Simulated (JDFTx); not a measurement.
Crystal: Be.

```
Be
1.0
     2.28530    0.00000    0.00000
    -1.14265    1.97913    0.00000
     0.00000    0.00000    3.58420
Be
2
Direct
  0.66667 0.33333 0.75000
  0.33333 0.66667 0.25000
```

```yaml
Program: JDFTx 1.7.0 (patched build)
Task: relaxation of cell and atoms
Functional: PBE
Potentials_or_basis: SG15-PBE-1.2 with smoothed tails
Cutoff: 1088 eV
Density_cutoff: 8708 eV
k_mesh: 6 × 6 × 4
Occupations: fermi-dirac, width 0.05 eV
Spin: no spin polarisation
```

At the start: pressure -2.1 GPa; volume 8.11 Å³/atom.

Task: How do energy, volume and symmetry change on relaxing?

Result: Over 5 steps the energy falls by 6.8 meV/atom and the volume is 7.99 Å³/atom (-1.5 %); space group P6_3/mmc (No. 194, to 0.05 Å).

Step by step:
```tsv
step	energy change (eV)	largest force (eV/Å)	pressure (GPa)	volume (Å³)
1	0.0000	0.0000	-2.12	16.21
2	-0.0045	0.0000	-1.72	16.16
3	-0.0136	0.0000	0.20	15.94
4	-0.0136	0.0000	0.02	15.97
5	-0.0136	0.0000	0.00	15.97
```

Final structure:
```cif
data_structure
_symmetry_space_group_name_H-M 'P 1'
_symmetry_Int_Tables_number 1
_cell_length_a 2.2976
_cell_length_b 2.2976
_cell_length_c 3.4935
_cell_angle_alpha 90.000
_cell_angle_beta 90.000
_cell_angle_gamma 120.000
_cell_volume 15.97
loop_
_atom_site_label
_atom_site_type_symbol
_atom_site_fract_x
_atom_site_fract_y
_atom_site_fract_z
_atom_site_occupancy
Be1 Be 0.66667 0.33333 0.75000 1
Be2 Be 0.33333 0.66667 0.25000 1
```

Caveat: the k mesh is coarse (spacing up to 0.53 Å⁻¹), so the values aren't converged.
